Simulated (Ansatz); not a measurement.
# SnSe (Fm-3m): equation of state with a fit in Python

Where is the equilibrium volume of SnSe (Fm-3m), and how stiff is it? A script is to give an equation of state with a fit; the system is SnSe (Fm-3m).

Program: Ansatz 0.2.0, driven from Python. Level of theory: DFT PBEsol, plane waves, PAW. These are calculated values, not measurements.

## Step 1: The system

Symmetry: Fm-3m, No. 225, cubic system. Conventional cell: a = 6.020 Å, b = 6.020 Å, c = 6.020 Å, α = 90.00°, β = 90.00°, γ = 90.00°. Sn (site symmetry m-3m) is surrounded by 6 Se at 3.01 Å. Se (site symmetry m-3m) has 6 Sn at 3.01 Å as nearest neighbours.

The script holds or builds the structure itself.

## Step 2: The script

run_eos.py reads:

```python
"""Bulk modulus of SnSe from an E(V) curve."""

import ansatz as az
import numpy as np

config = {
    "xc": "pbesol",
    "occupations": "Fixed",
    "kmesh": (6, 6, 6),
}

VECTORS = np.array([
    [0.0, 3.01, 3.01],
    [3.01, 0.0, 3.01],
    [3.01, 3.01, 0.0],
])
SITES = [
    ("Sn", [0.0, 0.0, 0.0]),
    ("Se", [0.5, 0.5, 0.5]),
]


def crystal_on(cell):
    crystal = az.Crystal(lattice=az.Lattice.of(cell))
    for symbol, position in SITES:
        crystal = crystal.atom(symbol, position)
    return crystal


def main() -> None:
    # scale the volume, keep shape and fractions
    volumes, energies = [], []
    for scale in np.linspace(0.92, 1.08, 7):
        cell = VECTORS * scale ** (1 / 3)
        setup = (
            crystal_on(cell).calculation()
            .pseudopotentials("paw")
            .functional(config["xc"])
            .occupations(config["occupations"])
            .basis(19 * az.Ha)
            .kpoints(*config["kmesh"])
        )
        report = setup.run(threads=1, pin="off").report
        volumes.append(abs(np.linalg.det(cell)) / len(SITES))
        energies.append(report["free_energy_ev"] / len(SITES))
        print(f"V = {volumes[-1]:8.4f} A^3/atom  F = {energies[-1]:.5f} eV/atom")

    # third-order Birch-Murnaghan: a cubic in V^(-2/3)
    x = np.array(volumes) ** (-2 / 3)
    poly = np.polynomial.Polynomial.fit(x, energies, 3).convert()
    roots = poly.deriv().roots()
    x0 = min((r.real for r in roots if abs(r.imag) < 1e-9 and poly.deriv(2)(r.real) > 0), key=lambda r: abs(r - x.mean()))
    v0 = x0 ** -1.5
    b0 = 4 / 9 * poly.deriv(2)(x0) * v0 ** (-7 / 3) * 160.21766
    b1 = 4 + 2 / 3 * x0 * poly.deriv(3)(x0) / poly.deriv(2)(x0)
    print(f"V0 = {v0:.4f} A^3/atom, B0 = {b0:.1f} GPa, dB/dP = {b1:.2f}")


if __name__ == "__main__":
    main()
```

## Step 3: What the engine is handed

The package turns the script's settings into the engine's input (first run):

```yaml
crystal:
  lattice:
    - [0.0, 2.9274923669187563, 2.9274923669187563]
    - [2.9274923669187563, 0.0, 2.9274923669187563]
    - [2.9274923669187563, 2.9274923669187563, 0.0]
  atoms:
    - { symbol: Sn, position: [0.0, 0.0, 0.0] }
    - { symbol: Se, position: [0.5, 0.5, 0.5] }
basis:
  ecutwfc: 517.016338673772
kpoints:
  mp_grid:
    grid: [6, 6, 6]
hamiltonian:
  xc: pbesol
  pseudopotentials:
    kind: paw
scf:
  occupations:
    method: fixed
```

## Step 4: Launch

Command:

```console
$ python run_eos.py
```

Output:

```text
V =  25.0892 A^3/atom  F = -5687.43634 eV/atom
V =  25.8165 A^3/atom  F = -5687.44325 eV/atom
V =  26.5437 A^3/atom  F = -5687.44251 eV/atom
V =  27.2709 A^3/atom  F = -5687.43519 eV/atom
V =  27.9981 A^3/atom  F = -5687.42222 eV/atom
V =  28.7253 A^3/atom  F = -5687.40437 eV/atom
V =  29.4526 A^3/atom  F = -5687.38233 eV/atom
V0 = 26.1003 A^3/atom, B0 = 56.9 GPa, dB/dP = 4.40
```

It took 5.5 s on 1 thread of Intel Xeon 6975P-C (Granite Rapids), shared host; peak memory 0.41 GiB.

## Step 5: What changed from run to run

The engine's inputs for some of the other runs:

Run 3, against run 1:

```diff
@@ -3,3 +3,3 @@
-    - [0.0, 2.9274923669187563, 2.9274923669187563]
-    - [2.9274923669187563, 0.0, 2.9274923669187563]
-    - [2.9274923669187563, 2.9274923669187563, 0.0]
+    - [0.0, 2.983003030030124, 2.983003030030124]
+    - [2.983003030030124, 0.0, 2.983003030030124]
+    - [2.983003030030124, 2.983003030030124, 0.0]
```

Run 6, against run 1:

```diff
@@ -3,3 +3,3 @@
-    - [0.0, 2.9274923669187563, 2.9274923669187563]
-    - [2.9274923669187563, 0.0, 2.9274923669187563]
-    - [2.9274923669187563, 2.9274923669187563, 0.0]
+    - [0.0, 3.0625870248286424, 3.0625870248286424]
+    - [3.0625870248286424, 0.0, 3.0625870248286424]
+    - [3.0625870248286424, 3.0625870248286424, 0.0]
```

Run 7, against run 1:

```diff
@@ -3,3 +3,3 @@
-    - [0.0, 2.9274923669187563, 2.9274923669187563]
-    - [2.9274923669187563, 0.0, 2.9274923669187563]
-    - [2.9274923669187563, 2.9274923669187563, 0.0]
+    - [0.0, 3.0882165596981146, 3.0882165596981146]
+    - [3.0882165596981146, 0.0, 3.0882165596981146]
+    - [3.0882165596981146, 3.0882165596981146, 0.0]
```

## Step 6: What each run gave

One row for each of the 7 runs:

| run | volume (Å³/atom) | energy from run 2 (meV/atom) | gap on the mesh (eV) | SCF cycles | CPU time (s) |
| --- | --- | --- | --- | --- | --- |
| 1 | 25.089 | 6.91 | 1.04 | 6 | 0.64 |
| 2 | 25.816 | 0.00 | 0.89 | 6 | 0.61 |
| 3 | 26.544 | 0.74 | 0.76 | 6 | 0.49 |
| 4 | 27.271 | 8.05 | 0.64 | 6 | 0.52 |
| 5 | 27.998 | 21.03 | 0.53 | 6 | 0.56 |
| 6 | 28.725 | 38.88 | 0.43 | 6 | 0.62 |
| 7 | 29.453 | 60.92 | 0.33 | 6 | 0.65 |

## Step 7: Outcome

| quantity | value |
| --- | --- |
| runs compared | 7 |
| range of energy | 60.92 meV/atom |
| lowest point, volume (Å³/atom) | 25.816 |
| equilibrium volume (fit) | 26.10 Å³/atom |
| bulk modulus (fit) | 57 GPa |

What this shows: A third-order Birch-Murnaghan fit through the 7 points has its minimum at 26.10 Å³ an atom, 4.3 % below the typed cell, with a bulk modulus of 57 GPa and dB/dP = 4.4. From that minimum the energy rises by 7.5 meV an atom on the compressed side and 61.5 meV on the expanded side. The window is off centre, so dB/dP is rough. For a gap this small the mesh is coarse, and bands can meet between its points.
